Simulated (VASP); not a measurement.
A run of VASP 6.6.1 is set up as follows.

File INCAR:

```
SYSTEM = Mg
PREC = Accurate ; ENCUT = 600
EDIFF = 1E-7 ; ISMEAR = -1
SIGMA = 0.05 ; LREAL = .False.
LASPH = .True. ; NELM = 60
ALGO = Fast ; ISIF = 3
LWAVE = .False. ; LCHARG = .False.
GGA = RE ; IVDW = 11
IBRION = 2 ; NSW = 60
EDIFFG = -0.005
```

Contents of KPOINTS:

```
Automatic mesh
0
Gamma
  10 10 5
  0 0 0
```

The input POSCAR:

```
Mg
1.0
    3.2093000000      0.0000000000      0.0000000000
   -1.6046500000      2.7793353284      0.0000000000
    0.0000000000      0.0000000000      5.2103000000
Mg
2
Direct
    0.6666666667      0.3333333333      0.7500000000
    0.3333333333      0.6666666667      0.2500000000
```

Potentials or basis: VASP PAW PBE potentials, release 64 (Mg).

Run with:

```console
$ cat potpaw_PBE.64/Mg/POTCAR > POTCAR
$ mpirun -np 1 vasp_std > vasp.out
```

(1) What does it give for the relaxed cell?

(2) What does it give for the relaxed volume?

(3) Predict the dispersion energy per atom.

(4) Predict the space group after relaxing (to 0.05 Å).

Results:

(1) a = 3.155 Å, b = 3.155 Å, c = 5.280 Å, α = 90.00°, β = 90.00°, γ = 120.00°.

(2) 22.75 Å³/atom.

(3) -0.353 eV.

(4) P6_3/mmc (No. 194).

Caveat: the PAW data sets were made with another functional, which shifts forces and pressure a little; pairwise dispersion overbinds metals, which lowers pressure and volume.
